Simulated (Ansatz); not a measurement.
## 6 guesses for AlN and where they end

The calculation used DFT PBE, scalar-relativistic, plane waves, PAW (Ansatz 0.2.0). Settings: cutoff 420 eV, Γ-centred meshes spaced at most about 0.3 Å⁻¹, and about 0.25 Å⁻¹ or finer for metals (2π included), Gaussian smearing. No spin polarisation in the final relaxations.

Each guess was relaxed in cell and atoms at zero pressure, within the symmetry of its start. All energies are static (0 K, no zero-point motion). Coordination counts N atoms around Al (those within 1.25 times the shortest such distance or 1.15 times the sum of covalent radii; a plus sign parts nearer from farther groups; a slash parts the counts of unlike sites).

| guess | made from | start group | V start (Å³/atom) | end group | V end (Å³/atom) | coordination at the end | gap on mesh (eV) | E over the lowest end (meV/atom) |
| --- | --- | --- | --- | --- | --- | --- | --- | --- |
| 1 | random cell | Imma | 13.0 | P4/mmm | 18.1 | Al 4 | 0.94 | 699 |
| 2 | 5-connected net, two elements spread over the vertices | P1 | 8.5 | P1 | 11.0 | Al 3/3+1 | 0.67 | 977 |
| 3 | 5-connected net, two elements spread over the vertices | P1 | 8.6 | Fm-3m (rock salt) | 8.4 | Al 6 | 4.44 | 154 |
| 4 | 4-connected net, two elements spread over the vertices | P1 | 9.2 | Pm | 11.8 | Al 2+1/4 | 0 | 1261 |
| 5 | 4-connected net, two elements alternating | Ibam | 9.4 | ? | ? | ? | ? | ? |
| 6 | 4-connected net, two elements alternating | P6_3mc | 9.3 | P6_3mc | 10.7 | Al 4 | 3.80 | 0 |

Guess 5 as it starts:

Space group Ibam (No. 72). a = 6.201 Å, b = 7.216 Å, c = 5.054 Å, α = 90.00°, β = 90.00°, γ = 90.00°
```csv
atom,site,symmetry,x,y,z
Al,8j,..m,0.8960,0.8449,0.5000
Al,4b,222,0.0000,0.5000,0.2500
N,8j,..m,0.1040,0.3449,0.0000
N,4a,222,0.0000,0.0000,0.2500
```

Task: Fill in the missing row: what does this guess relax into, and where does it rank?

Result: It ends in space group Ibam (No. 72), with a = 5.800 Å, b = 8.001 Å, c = 5.617 Å, 10.9 Å³/atom and a gap of 2.68 eV; its coordination is Al 4. It lies 184 meV/atom over the lowest end, above guess 3 and below guess 1. Counting N atoms around Al, this end and the lowest (guess 6) both have Al 4.

```
CELL_PARAMETERS angstrom
-2.89978 4.00071 2.80854
2.89978 -4.00071 2.80854
2.89978 4.00071 -2.80854
ATOMIC_POSITIONS crystal
Al 0.35129 0.41018 0.76147
Al 0.14871 0.91018 0.05889
Al 0.85129 0.08982 0.94111
Al 0.64871 0.58982 0.23853
Al 0.75000 0.25000 0.50000
Al 0.25000 0.75000 0.50000
N 0.34401 0.08752 0.43153
N 0.15599 0.58752 0.74352
N 0.25000 0.25000 0.00000
N 0.75000 0.75000 0.00000
N 0.84401 0.41248 0.25648
N 0.65599 0.91248 0.56847
```

Energies over the elements count from the elements' standard structures at the same level (N₂ as a molecule), with no fitted energy shifts.

Task: Is the lowest end bound against the elements?

Result: Yes: its formation energy is −1.354 eV/atom. Whether it is stable depends on the other phases of the system, which aren't compared here.

No dispersion correction is applied, so the spacing and binding between layers, chains or molecules are poorly described (P4/mmm), and this can change margins and order among such cells. Kohn–Sham gaps at this level usually fall short of measured ones. The zero gap of Pm may come from the functional, which often closes small gaps, or the cell may be a true semimetal. With atoms moved at random, Fm-3m came back. Other cells relaxed within their symmetry can be saddle points; a later kick test found a lower structure for AlN P4/mmm. The part of the Crystallography Open Database at hand lists AlN in space groups No. 186, 225; sharing a group (Fm-3m and P6_3mc) doesn't make a cell the listed structure. Some types were kept out of the candidates beforehand, so the set may lack a known form.
